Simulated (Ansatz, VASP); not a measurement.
Two plane-wave programs on SiC

File POSCAR:

```
SiC
1.0
    0.0000000000      2.0870400000      2.3479200000
    2.0870400000      0.0000000000      2.3479200000
    2.0870400000      2.0870400000      0.0000000000
Si C
1 1
Direct
    0.0000000000      0.0000000000      0.0000000000
    0.7500000000      0.7500000000      0.7500000000
```

File INCAR.step1:

```
SYSTEM = SiC
PREC = Accurate
ENCUT = 520
ISMEAR = 0
SIGMA = 0.05
LREAL = .FALSE.
LASPH = .TRUE.
NELM = 80
NBANDS = 11
GGA = PE
ALGO = Normal
EDIFF = 1E-4
LWAVE = .TRUE.
LCHARG = .FALSE.
```

The input INCAR.step2:

```
SYSTEM = SiC
PREC = Accurate
ENCUT = 520
EDIFF = 1E-6
ISMEAR = 0
SIGMA = 0.05
LREAL = .FALSE.
LASPH = .TRUE.
NELM = 80
ALGO = Normal
ISIF = 2
LWAVE = .FALSE.
LCHARG = .FALSE.
METAGGA = R2SCAN
LMIXTAU = .TRUE.
NBANDS = 11
ISTART = 1
```

The input KPOINTS:

```
regular mesh
0
G
  12 12 12
  0 0 0
```

Input for Ansatz:

```yaml
crystal:
  lattice:
    - [0.0, 2.08704, 2.34792]
    - [2.08704, 0.0, 2.34792]
    - [2.08704, 2.08704, 0.0]
  atoms:
    - { symbol: Si, position: [0.0, 0.0, 0.0] }
    - { symbol: C, position: [0.75, 0.75, 0.75] }
basis:
  ecutwfc: 500
kpoints:
  mp_grid: { grid: [12, 12, 12] }
hamiltonian:
  xc: r2scan
scf:
  occupations: { method: gaussian, width: 0.05 }
output:
  forces: true
  stress: true
  eigenvalues: true
```

Change from the starting cell: strain -0.040 along x and y, +0.080 along z, atoms carried along.

Alike in both runs: task single point; functional r2SCAN; k mesh 12 × 12 × 12; occupations gaussian, width 0.05 eV; no spin polarisation.

|  | VASP | Ansatz |
| --- | --- | --- |
| version | VASP 6.6.1 | Ansatz 0.2.0 |
| potentials or method | VASP PAW PBE potentials, release 64 (Si, C) | scalar-relativistic, plane waves, PAW |
| plane-wave cutoff (eV) | 520 | 500 |
| valence electrons in the cell | 8 | 8 |

```csv
,VASP,Ansatz,Ansatz less VASP
gap on the k mesh at the Fermi level (eV),1.02,1.01,-0.011
least direct gap on the mesh (eV),4.97,4.95,-0.014
pressure (GPa),1.4,1.6,+0.18
largest component of the traceless stress (GPa),27.77,27.68,-0.095
```

With one functional, cell and mesh, what is left measures potentials, basis and numerics.

Caveats: the PAW data sets were made with another functional, which shifts forces and pressure a little (VASP). A k mesh can miss the band edges.
